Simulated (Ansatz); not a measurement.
**GaAs: single point with PBE**

**The experiment to reproduce.**

“Evidence of valence band perturbations in GaAsN/GaAs(001): A combined variable-angle spectroscopic ellipsometry and modulated photoreflectance investigation”, 2008, arxiv:0805.2212 reports, for a bulk crystal of GaAs at 300 K: band gap 1.418 ± 0.005 eV (direct).

The system is GaAs.

```
As Ga
1.0
     0.00000    2.82685    2.82685
     2.82685    0.00000    2.82685
     2.82685    2.82685    0.00000
As Ga
1 1
Direct
  0.75000 0.75000 0.75000
  0.00000 0.00000 0.00000
```

- Program: Ansatz 0.2.0
- Task: single point
- Functional: PBE
- Potentials or basis: Ansatz PAW
- Cutoff: 420 eV (not typed: the program's choice for these potentials)
- k mesh: 8 × 8 × 8
- Occupations: gaussian, width 0.025 eV
- Spin: no spin polarisation

```yaml
Pressure: 3.3 GPa
Band_gap_on_the_k_mesh: 0.52 eV, direct
```

Levels at points of the mesh, in eV from the valence-band top:
```
             k point  band 10  band 11  band 12  band 13  band 14  band 15  band 16  band 17  band 18
  (0.00, 0.00, 0.00)   -14.70   -12.73     0.00     0.00     0.00     0.52     3.74     3.74     3.74
 (0.00, 0.00, -0.50)   -14.70   -10.96    -6.63    -1.14    -1.14     1.00     4.64     4.64     7.76
(0.00, -0.50, -0.50)   -14.69   -10.23    -6.81    -2.67    -2.67     1.47     1.66    10.17    10.17
```

It took 3.9 s on 2 threads of Intel(R) Xeon(R) Processor @ 2.50GHz (Skylake/Cascade Lake) (shared host), peak memory 0.35 GiB.

A measured gap of GaAs is 1.418 eV (direct; 300 K; “Evidence of valence band perturbations in GaAsN/GaAs(001): A combined variable-angle spectroscopic ellipsometry and modulated photoreflectance investigation”, 2008, arxiv:0805.2212); the calculated 0.52 eV misses it by -0.90 eV. 3 values of this kind are on record (1.412 to 1.51 eV); this one was drawn at random among those near their median, those with a stated uncertainty first. Spin-orbit coupling on As, Ga is left out. The value is that of PBE on a finite k mesh, which can miss the band edges, without temperature or zero-point motion. Semilocal functionals fall short of measured gaps as a rule.
